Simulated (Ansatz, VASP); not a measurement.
One calculation of La, two programs

Contents of INCAR:

```
ALGO = Normal
EDIFF = 1E-7
ENCUT = 520
GGA = PE
ISIF = 2
ISMEAR = -1
LASPH = T
LCHARG = F
LREAL = F
LWAVE = F
NBANDS = 12
NELM = 80
PREC = Accurate
SIGMA = 0.1
```

Contents of KPOINTS:

```
k-points
0
Gamma
  8 8 8
```

Contents of POSCAR:

```
La
1.0
    0.0000000000      2.6888765620      2.6888765620
    2.6888765620      0.0000000000      2.6888765620
    2.6888765620      2.6888765620      0.0000000000
La
1
Direct
    0.0000000000      0.0000000000      0.0000000000
```

Input for Ansatz:

```yaml
crystal:
  lattice:
    - [0.0, 2.688876561953695, 2.688876561953695]
    - [2.688876561953695, 0.0, 2.688876561953695]
    - [2.688876561953695, 2.688876561953695, 0.0]
  atoms:
    - { symbol: La, position: [0.0, 0.0, 0.0] }
basis:
  ecutwfc: 500.0
kpoints:
  mp_grid:
    grid: [8, 8, 8]
hamiltonian:
  xc: pbe
  pseudopotentials:
    kind: paw
scf:
  convergence:
    dr2_threshold: 1.0e-08
  occupations:
    method: fermi_dirac
output:
  stress: true
```

This isn't the form of La at room conditions, which is double hcp.

Alike in both runs: task single point; functional PBE; k mesh 8 × 8 × 8; no spin polarisation.

|  | VASP | Ansatz |
| --- | --- | --- |
| version | VASP 6.6.1 | Ansatz 0.2.0 |
| potentials or method | VASP PAW PBE potentials, release 64 (La) | plane waves, PAW |
| plane-wave cutoff (eV) | 520 | 500 |
| occupations | fermi-dirac, width 0.1 eV | fermi-dirac |
| valence electrons in the cell | 11 | 11 |

|  | VASP | Ansatz | Ansatz less VASP |
| --- | --- | --- | --- |
| pressure (GPa) | -1.2 | -1.3 | -0.06 |

Ansatz warned: «stress_scf_threshold_loose».

Spin-orbit coupling is left out, which matters for the levels of La.
